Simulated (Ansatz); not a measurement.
# MgB2 in Ansatz: convergence with k mesh

The system is MgB2.

```
CELL_PARAMETERS angstrom
3.08500 0.00000 0.00000
-1.54250 2.67169 0.00000
0.00000 0.00000 3.52300
ATOMIC_POSITIONS crystal
Mg 0.00000 0.00000 0.00000
B 0.66667 0.33333 0.50000
B 0.33333 0.66667 0.50000
```

- Program: Ansatz 0.2.0
- Task: convergence study
- Functional: PBE
- Potentials or basis: PseudoDojo standard (PBE files)
- Cutoff: 1143 eV
- Density cutoff: 4572 eV
- k mesh: 3 × 3 × 2
- Occupations: gaussian, width 0.1 eV
- Spin: no spin polarisation

These are the settings of the first run; the series varies k mesh, with any setting tied to it.

Hardware: 2 threads of Intel(R) Xeon(R) Processor @ 2.50GHz (Skylake/Cascade Lake), on a shared host.

**Question.** The values tried are 3 × 3 × 2, 4 × 4 × 3, 5 × 5 × 4, 6 × 6 × 4, 7 × 7 × 6, 9 × 9 × 7, 11 × 11 × 9, 14 × 14 × 10, 16 × 16 × 12, loosest first. From which on does the pressure stay within 0.1 GPa of the tightest run that finished?

**Answer.** From 6 × 6 × 4 on.

| k mesh | energy less the tightest run, at zero smearing (meV/atom) | pressure (GPa) | SCF cycles | CPU time (s) | peak memory (GiB) |
| --- | --- | --- | --- | --- | --- |
| 3 × 3 × 2 | 163.54 | -0.66 | 7 | 1.1 | 0.28 |
| 4 × 4 × 3 | 43.70 | -1.24 | 7 | 1.6 | 0.29 |
| 5 × 5 × 4 | -2.37 | -1.30 | 6 | 2 | 0.3 |
| 6 × 6 × 4 | 1.69 | -1.05 | 6 | 2.7 | 0.31 |
| 7 × 7 × 6 | -1.07 | -1.12 | 7 | 3.7 | 0.33 |
| 9 × 9 × 7 | -0.63 | -0.96 | 6 | 5.4 | 0.35 |
| 11 × 11 × 9 | 0.71 | -1.12 | 7 | 10 | 0.38 |
| 14 × 14 × 10 | 1.12 | -1.01 | 7 | 14 | 0.44 |
| 16 × 16 × 12 | 0.00 | -1.05 | 7 | 28 | 0.49 |

Not settled before the last step: the energy (to 1 meV/atom). Meshes of other sizes hit other points, so gaps and Fermi surfaces needn't settle smoothly. The tightest run that finished is the yardstick and may itself not be fully converged.
